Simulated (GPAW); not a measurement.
Wanted: an ASE script for a GPAW 26.7.0 run.

- Task: G0W0 quasiparticle levels
- Functional: PBE
- Potentials or basis: GPAW PAW data sets (gpaw-data 1.2.1)
- Cutoff: 450 eV
- Basis: pw
- k mesh: 4 × 4 × 4
- Occupations: fermi-dirac, width 0.001 eV
- Spin: no spin polarisation
- Response ecut: 150 eV
- Frequency: ppa
- Extrapolate: yes
- Qp bands: 2
- Integrate gamma: WS
- Maxiter: 150
- Vertex: none
- All k: no
- Response bands: 206

Crystal: CdS (Hawleyite).

```
Cd S
1.0
     0.00000    2.91650    2.91650
     2.91650    0.00000    2.91650
     2.91650    2.91650    0.00000
Cd S
1 1
Direct
  0.00000 0.00000 0.00000
  0.75000 0.75000 0.75000
```

These files were run (other wordings do the same):

run.py

```python
import json
import numpy as np
from ase import Atoms
from ase.dft.bandgap import bandgap
from ase.io import write
from gpaw import GPAW, PW
from gpaw.response.g0w0 import G0W0

atoms = Atoms(['Cd', 'S'],
              cell=[[0.0, 2.9165, 2.9165],
                    [2.9165, 0.0, 2.9165],
                    [2.9165, 2.9165, 0.0]],
              scaled_positions=[[0.0, 0.0, 0.0],
                                [0.75, 0.75, 0.75]],
              pbc=True)

calc = GPAW(mode=PW(450),
            xc='PBE',
            kpts={'size': (4, 4, 4), 'gamma': True},
            occupations={'name': 'fermi-dirac', 'width': 0.001},
            nbands=18,
            convergence={'density': 1e-06},
            maxiter=150,
            txt='gpaw.txt')
atoms.calc = calc
energy = atoms.get_potential_energy()
calc.write('gs.gpw')
write('result.traj', atoms)
print(f'Energy: {energy:.6f} eV')
print('Fermi level:', round(calc.get_fermi_level(), 4), 'eV')
print(f'Gap: {bandgap(calc)[0]:.4f} eV, direct: {bandgap(calc, direct=True)[0]:.4f} eV')

calc.diagonalize_full_hamiltonian(nbands=210)
calc.write('full.gpw', mode='all')

ibz = calc.get_ibz_k_points()
gap, vbm, cbm = bandgap(calc, output=None)
gap, direct, _ = bandgap(calc, direct=True, output=None)
gamma = int(np.abs(ibz).sum(1).argmin())
kpts = sorted({gamma, vbm[1], cbm[1], direct[1]})
gw = G0W0(calc='full.gpw',
          filename='gw',
          ecut=150,
          ecut_extrapolation=True,
          relbands=(-2, 2),
          kpts=kpts,
          integrate_gamma='WS',
          ppa=True)
gw.calculate()
results = {mode: {key: np.asarray(r[key]).tolist() for key in ['f', 'eps', 'vxc', 'exx', 'sigma', 'Z', 'qp', 'sigma_eskn']}
           for mode, r in gw.all_results.items()}
json.dump({'kpts': ibz[kpts].tolist(), 'results': results}, open('gw.json', 'w'))
for mode, r in results.items():
    f, qp = np.array(r['f']), np.array(r['qp'])
    print(mode, 'quasiparticle energies (eV):')
    print(qp.round(3))
    print(mode, 'gap:', round(qp[f < 0.5].min() - qp[f > 0.5].max(), 4), 'eV')
```

Potentials or basis: GPAW PAW data sets (gpaw-data 1.2.1), pw.

Command:

```sh
$ OMP_NUM_THREADS=1 python run.py
```

It gave:

| Quantity | Value |
| --- | --- |
| Band gap on the k mesh, mean-field level | 1.12 eV, direct |
| Quasiparticle gap | 2.01 eV |
| Least direct quasiparticle gap | 2.01 eV |

Caveat: the k mesh is coarse (spacing up to 0.47 Å⁻¹), so the values aren't converged; the quasiparticle gap is taken among the few k points that were corrected; the long-wavelength limit can be off by several per cent where d states take part.

It took 6.2 min on 1 thread of Intel(R) Xeon(R) Platinum 8259CL CPU @ 2.50GHz (Skylake/Cascade Lake), on a shared host, peak memory 0.39 GiB.
